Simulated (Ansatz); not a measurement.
Bulk crystal (TaN) after relaxation:

```cif
data_structure
_symmetry_space_group_name_H-M 'P-62m'
_symmetry_Int_Tables_number 189
_cell_length_a 5.2259
_cell_length_b 5.2259
_cell_length_c 2.9226
_cell_angle_alpha 90.000
_cell_angle_beta 90.000
_cell_angle_gamma 120.000
_cell_volume 69.12
loop_
_atom_site_label
_atom_site_type_symbol
_atom_site_symmetry_multiplicity
_atom_site_Wyckoff_symbol
_atom_site_fract_x
_atom_site_fract_y
_atom_site_fract_z
_atom_site_occupancy
Ta1 Ta 2 d 0.33333 0.66667 0.50000 1
Ta2 Ta 1 a 0.00000 0.00000 0.00000 1
N1 N 3 f 0.39249 0.00000 0.00000 1
```

Miller indices refer to the conventional cell of P-62m (No. 189), a = 5.226 Å, b = 5.226 Å, c = 2.923 Å, α = 90.00°, β = 90.00°, γ = 120.00°.

The (100) slab of 11 planes, 9.1 Å thick with 15 Å of vacuum as cut; outer planes TaN (top) and TaN (bottom).

The calculation used Ansatz, DFT PBE, scalar-relativistic, plane waves, PAW. Settings: cutoff 420 eV, Γ-centred mesh 12×7×1 on the computed 14-atom cell, Gaussian smearing of 0.10 eV; no spin polarisation. The cell repeats along c with a dipole correction in the vacuum.

Results for the relaxed slab:

| Quantity | Value |
| --- | --- |
| Surface energy (mean of both faces) | 3.28 J/m² |
| Work function | 3.82 eV |

Relaxation lowers the energy by 0.319 J/m² a face; the largest move is 0.102 Å.

```tsv
plane (bottom to top)	atoms	spacing to next, bulk (Å)	relaxed (Å)	change (%)	rumpling (Å)
1	TaN	1.509	1.408	-6.7	0.068
2	Ta	0.268	0.271	+1.2	0.000
3	N	0.973	1.047	+7.6	0.000
4	N	0.268	0.241	-10.1	0.000
5	Ta	1.509	1.508	0.0	0.000
6	TaN	1.509	1.508	0.0	0.000
7	Ta	0.268	0.241	-10.1	0.000
8	N	0.973	1.047	+7.6	0.000
9	N	0.268	0.271	+1.2	0.000
10	Ta	1.509	1.408	-6.7	0.000
11	TaN				0.068
```

Spin-orbit coupling is left out, which matters for the bands of heavy elements.